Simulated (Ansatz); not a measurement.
The system is MnAs.

```xyz
4
Lattice="3.7100 0.0000 0.0000 -1.8550 3.2130 0.0000 0.0000 0.0000 5.6910" Properties=species:S:1:pos:R:3 pbc="T T T"
As    1.8550    1.0710    4.2683
As    0.0000    2.1420    1.4227
Mn    0.0000    0.0000    2.8455
Mn    0.0000    0.0000    0.0000
```

* Program: Ansatz 0.2.0
* Task: relaxation of cell and atoms
* Functional: RPBE
* Dispersion: D4
* Potentials or basis: Ansatz PAW
* Cutoff: 420 eV (not typed: the program's choice for these potentials)
* k mesh: 8 × 8 × 5
* Occupations: fermi-dirac, width 0.05 eV
* Spin: collinear spin, ferromagnetic start
* Starting moments: [0.0, 0.0, 4.0, 4.0] μB

At the start: volume 16.96 Å³/atom.

Task: How do energy, volume and symmetry change on relaxing?

Result: It ends after 7 steps and the volume is 15.00 Å³/atom (-11.5 %); space group P6_3/mmc (No. 194, to 0.05 Å); moment 5.28 μB per cell.

The path:
```tsv
step	energy change (eV)	largest force (eV/Å)	volume (Å³)
1	0.0000	0.0000	67.84
2	-0.1696	0.0000	63.21
3	-0.1976	0.0000	58.01
4	-0.2184	0.0000	59.87
5	-0.2188	0.0000	59.99
6	-0.2189	0.0000	60.01
7	-0.2160	0.0000	60.01
```

Final structure:
```
CELL_PARAMETERS angstrom
3.56348 0.00000 0.00000
-1.78174 3.08607 0.00000
0.00000 0.00000 5.45663
ATOMIC_POSITIONS crystal
As 0.66667 0.33333 0.75000
As 0.33333 0.66667 0.25000
Mn 0.00000 0.00000 0.50000
Mn 0.00000 0.00000 0.00000
```

Caveat: the plane-wave basis is chosen anew once the cell has moved, so the energies of steps on either side of that aren't comparable; the volume moved by -12 % from the deposited cell, more than functionals usually miss; only a ferromagnetic start was run, and an antiferromagnetic order may lie lower in energy; the PAW data sets come from PBE, with cores solved anew for the run's functional, which leaves a small shift of forces and pressure.
